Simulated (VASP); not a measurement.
# Settings for V: self-consistent run

V, I4/mmm (no. 139), 1 atom in the cell. PBEsol; PAW potentials V_sv (PBE set). VASP 6.6.1.

Wanted: stress within 0.2 GPa; site moments within 0.03 μB.

What the run is for: stress; Accuracy asked: standard.

POSCAR:
```
V
1.0
   -1.5143500000      1.5143500000      1.4992065000
    1.5143500000     -1.5143500000      1.4992065000
    1.5143500000      1.5143500000     -1.4992065000
V
1
Direct
    0.0000000000      0.0000000000      0.0000000000
```

The series start from Plane-wave cutoff (eV): 340; Smearing width (eV): 0.1; k-point mesh: 17 × 17 × 17; Precision mode (PREC): Accurate; Electronic threshold (eV): 1e-6; Bands in all (NBANDS): 18; Aspherical gradient terms in the spheres (LASPH): yes; Highest l that the mixer handles (LMAXMIX): 4; Electronic algorithm: ALGO=Normal; Density mixing: defaults; Use of symmetry (ISYM): defaults. Each series keeps the choices made before it, and each single choice may use up half of a tolerance.

## Plane-wave cutoff (eV)

| Plane-wave cutoff (eV) | Stress, largest deviation (GPa) | Site moments, largest deviation (μB) | SCF iterations | Time (s) |
|---|---|---|---|---|
| 210 | 126.98 | 0.000 | 16 | 13 |
| 260 | 13.41 | 0.000 | 15 | 13 |
| 300 | 0.50 | 0.000 | 15 | 16 |
| 340 | 0.43 | 0.000 | 15 | 16 |
| 400 | 1.30 | 0.000 | 16 | 35 |
| 460 | 0.45 | 0.000 | 16 | 36 |
| 560 | 0.13 | 0.000 | 16 | 43 |
| 700 (reference) | 0.00 | 0.000 | 16 | 42 |

Chosen: 700; the next looser run is off by more than half of the tolerance, so convergence isn't shown beyond this value.

## Smearing width (eV)

| Smearing width (eV) | Stress, largest deviation (GPa) | Site moments, largest deviation (μB) | SCF iterations | Time (s) |
|---|---|---|---|---|
| 0.4 | 0.23 | 0.007 | 13 | 31 |
| 0.3 | 0.23 | 0.007 | 13 | 36 |
| 0.2 | 0.18 | 0.006 | 13 | 32 |
| 0.15 | 0.15 | 0.005 | 14 | 33 |
| 0.1 | 0.17 | 0.007 | 16 | 42 |
| 0.05 (reference) | 0.00 | 0.000 | 17 | 42 |

Chosen: 0.05; the next looser run is off by more than half of the tolerance, so convergence isn't shown beyond this value.

## k-point mesh

| k-point mesh | Stress, largest deviation (GPa) | Site moments, largest deviation (μB) | SCF iterations | Time (s) |
|---|---|---|---|---|
| 5 × 5 × 5 | 2.34 | 0.188 | 13 | 4.8 |
| 7 × 7 × 7 | 1.08 | 0.004 | 14 | 7.0 |
| 9 × 9 × 9 | 0.05 | 0.205 | 13 | 8.7 |
| 11 × 11 × 11 | 0.43 | 0.001 | 13 | 13 |
| 14 × 14 × 14 | 0.36 | 0.002 | 13 | 24 |
| 17 × 17 × 17 | 0.36 | 0.005 | 17 | 42 |
| 20 × 20 × 20 | 0.15 | 0.001 | 13 | 48 |
| 24 × 24 × 24 (reference) | 0.00 | 0.000 | 13 | 80 |

Chosen: 24 × 24 × 24; the next looser run is off by more than half of the tolerance, so convergence isn't shown beyond this value.

## Precision mode (PREC)

| Precision mode (PREC) | Stress, largest deviation (GPa) | Site moments, largest deviation (μB) | SCF iterations | Time (s) |
|---|---|---|---|---|
| Low | 0.08 | 0.000 | 13 | 68 |
| SingleN | 0.08 | 0.000 | 13 | 62 |
| Normal | 0.00 | 0.000 | 13 | 67 |
| Accurate (reference) | 0.00 | 0.000 | 13 | 80 |

Chosen: Low, the loosest value from which every tighter one stays within half of the tolerance.

## Electronic threshold (eV)

| Electronic threshold (eV) | Stress, largest deviation (GPa) | Site moments, largest deviation (μB) | SCF iterations | Time (s) |
|---|---|---|---|---|
| 0.001 | 0.58 | 0.010 | 10 | 82 |
| 0.0001 | 0.23 | 0.007 | 11 | 91 |
| 1e-5 | 0.04 | 0.003 | 12 | 90 |
| 1e-6 | 0.02 | 0.002 | 13 | 68 |
| 1e-7 | 0.00 | 0.000 | 16 | 110 |
| 1e-8 (reference) | 0.00 | 0.000 | 18 | 113 |

Chosen: 1e-5.

## Bands in all (NBANDS)

| Bands in all (NBANDS) | Stress, largest deviation (GPa) | Site moments, largest deviation (μB) | SCF iterations | Time (s) |
|---|---|---|---|---|
| 10 | 0.01 | 0.000 | 12 | 43 |
| 11 | 0.05 | 0.001 | 12 | 50 |
| 13 | 0.06 | 0.001 | 12 | 55 |
| 15 | 0.04 | 0.001 | 12 | 67 |
| 18 | 0.02 | 0.000 | 12 | 90 |
| 27 (reference) | 0.00 | 0.000 | 12 | 100 |

Chosen: 10.

## Aspherical gradient terms in the spheres (LASPH)

| Aspherical gradient terms in the spheres (LASPH) | Stress, largest deviation (GPa) | Site moments, largest deviation (μB) | SCF iterations | Time (s) |
|---|---|---|---|---|
| no | 0.00 | 0.000 | 12 | 33 |
| yes (reference) | 0.00 | 0.000 | 12 | 43 |

Chosen: no.

## Highest l that the mixer handles (LMAXMIX)

| Highest l that the mixer handles (LMAXMIX) | Stress, largest deviation (GPa) | Site moments, largest deviation (μB) | SCF iterations | Time (s) |
|---|---|---|---|---|
| 2 | 0.01 | 0.001 | 12 | 34 |
| 4 | 0.00 | 0.000 | 12 | 33 |
| 6 (reference) | 0.00 | 0.000 | 12 | 41 |

Chosen: 2.

## Electronic algorithm

| Electronic algorithm | Stress, largest deviation (GPa) | Site moments, largest deviation (μB) | SCF iterations | Time (s) |
|---|---|---|---|---|
| ALGO=Normal | 0.00 | 0.000 | 12 | 34 |
| ALGO=Fast | 0.23 | 0.000 | 13 | 52 |
| ALGO=VeryFast | 0.03 | 0.000 | 19 | 63 |
| ALGO=All ISEARCH=1 | 0.02 | 0.007 | 21 | 69 |
| ALGO=All ISEARCH=0 | 0.11 | 0.003 | 20 | 58 |
| ALGO=Damped TIME=0.4 | 0.06 | 0.024 | 41 | 90 |
| ALGO=Damped TIME=0.1 | 0.12 | 0.040 | 77 | 161 |

Chosen: ALGO=Normal; no other choice that stays within half of the tolerance saves 30 % of the time.

## Density mixing

| Density mixing | Stress, largest deviation (GPa) | Site moments, largest deviation (μB) | SCF iterations | Time (s) |
|---|---|---|---|---|
| defaults | 0.00 | 0.000 | 12 | 34 |
| AMIX=0.2 BMIX=0.0001 AMIX_MAG=0.8 BMIX_MAG=0.0001 | 0.20 | 0.009 | 13 | 38 |
| AMIX_MAG=0.8 | 0.04 | 0.004 | 14 | 44 |
| AMIX_MAG=0.4 BMIX_MAG=0.0001 | 0.09 | 0.001 | 15 | 41 |
| AMIX=0.1 AMIX_MAG=0.4 | 0.35 | 0.012 | 13 | 40 |
| WC=0 | 0.17 | 0.003 | 12 | 34 |
| AMIN=0.01 | 0.00 | 0.000 | 12 | 36 |
| AMIX=0.8 | 0.02 | 0.004 | 15 | 47 |

Chosen: defaults.

## Use of symmetry (ISYM)

| Use of symmetry (ISYM) | Stress, largest deviation (GPa) | Site moments, largest deviation (μB) | SCF iterations | Time (s) |
|---|---|---|---|---|
| defaults | 0.00 | 0.000 | 12 | 34 |
| ISYM=1 | 0.00 | 0.000 | 12 | 37 |
| ISYM=0 | 0.00 | 0.000 | 12 | 229 |
| ISYM=-1 | 0.00 | 0.000 | 12 | 424 |

Chosen: defaults.

## All choices together

| Input | Stress, largest deviation (GPa) | Site moments, largest deviation (μB) | Time (s) |
|---|---|---|---|
| the program's defaults (naive) | 9.35 | 0.492 | 1.2 |
| chosen settings | 0.08 | 0.004 | 34 |
| reference settings throughout | 0.00 | 0.000 | 308 |

The chosen settings stay within the tolerance of the reference run, but the reference itself isn't shown to be converged in: Plane-wave cutoff (eV), Smearing width (eV), k-point mesh.

Values of the reference run: Stress: -10.91, 0, 0, 0, -10.91, 0, 0, 0, -9.901 GPa; Site moments: 0 μB.

## The input

INCAR:
```
SYSTEM = V
GGA = PS
ISPIN = 2
MAGMOM = 2
LORBIT = 11
ISMEAR = 1
SIGMA = 0.05
LWAVE = .FALSE.
LCHARG = .FALSE.
ISIF = 2
PREC = Low
LASPH = .FALSE.
LREAL = .FALSE.
ALGO = Normal
EDIFF = 1E-5
NELM = 200
GGA_COMPAT = .FALSE.
ENCUT = 700
LMAXMIX = 2
KPAR = 4
NBANDS = 10
```

KPOINTS:
```
Automatic mesh
0
Gamma
  24 24 24
  0 0 0
```

Commands:
```
cat potpaw_PBE.64/V_sv/POTCAR > POTCAR
mpirun -np 4 vasp_std > vasp.out
```

The chosen input took VASP 6.6.1 34 s on 4 cores (Intel Xeon Platinum 8375C @ 2.90GHz (Ice Lake)), a shared host.

## An input that fails: too few electronic steps

The electronic loop stops at its limit of 7 steps.

Changes against the starting input:
```
- NELM = 200
+ NELM = 7
```
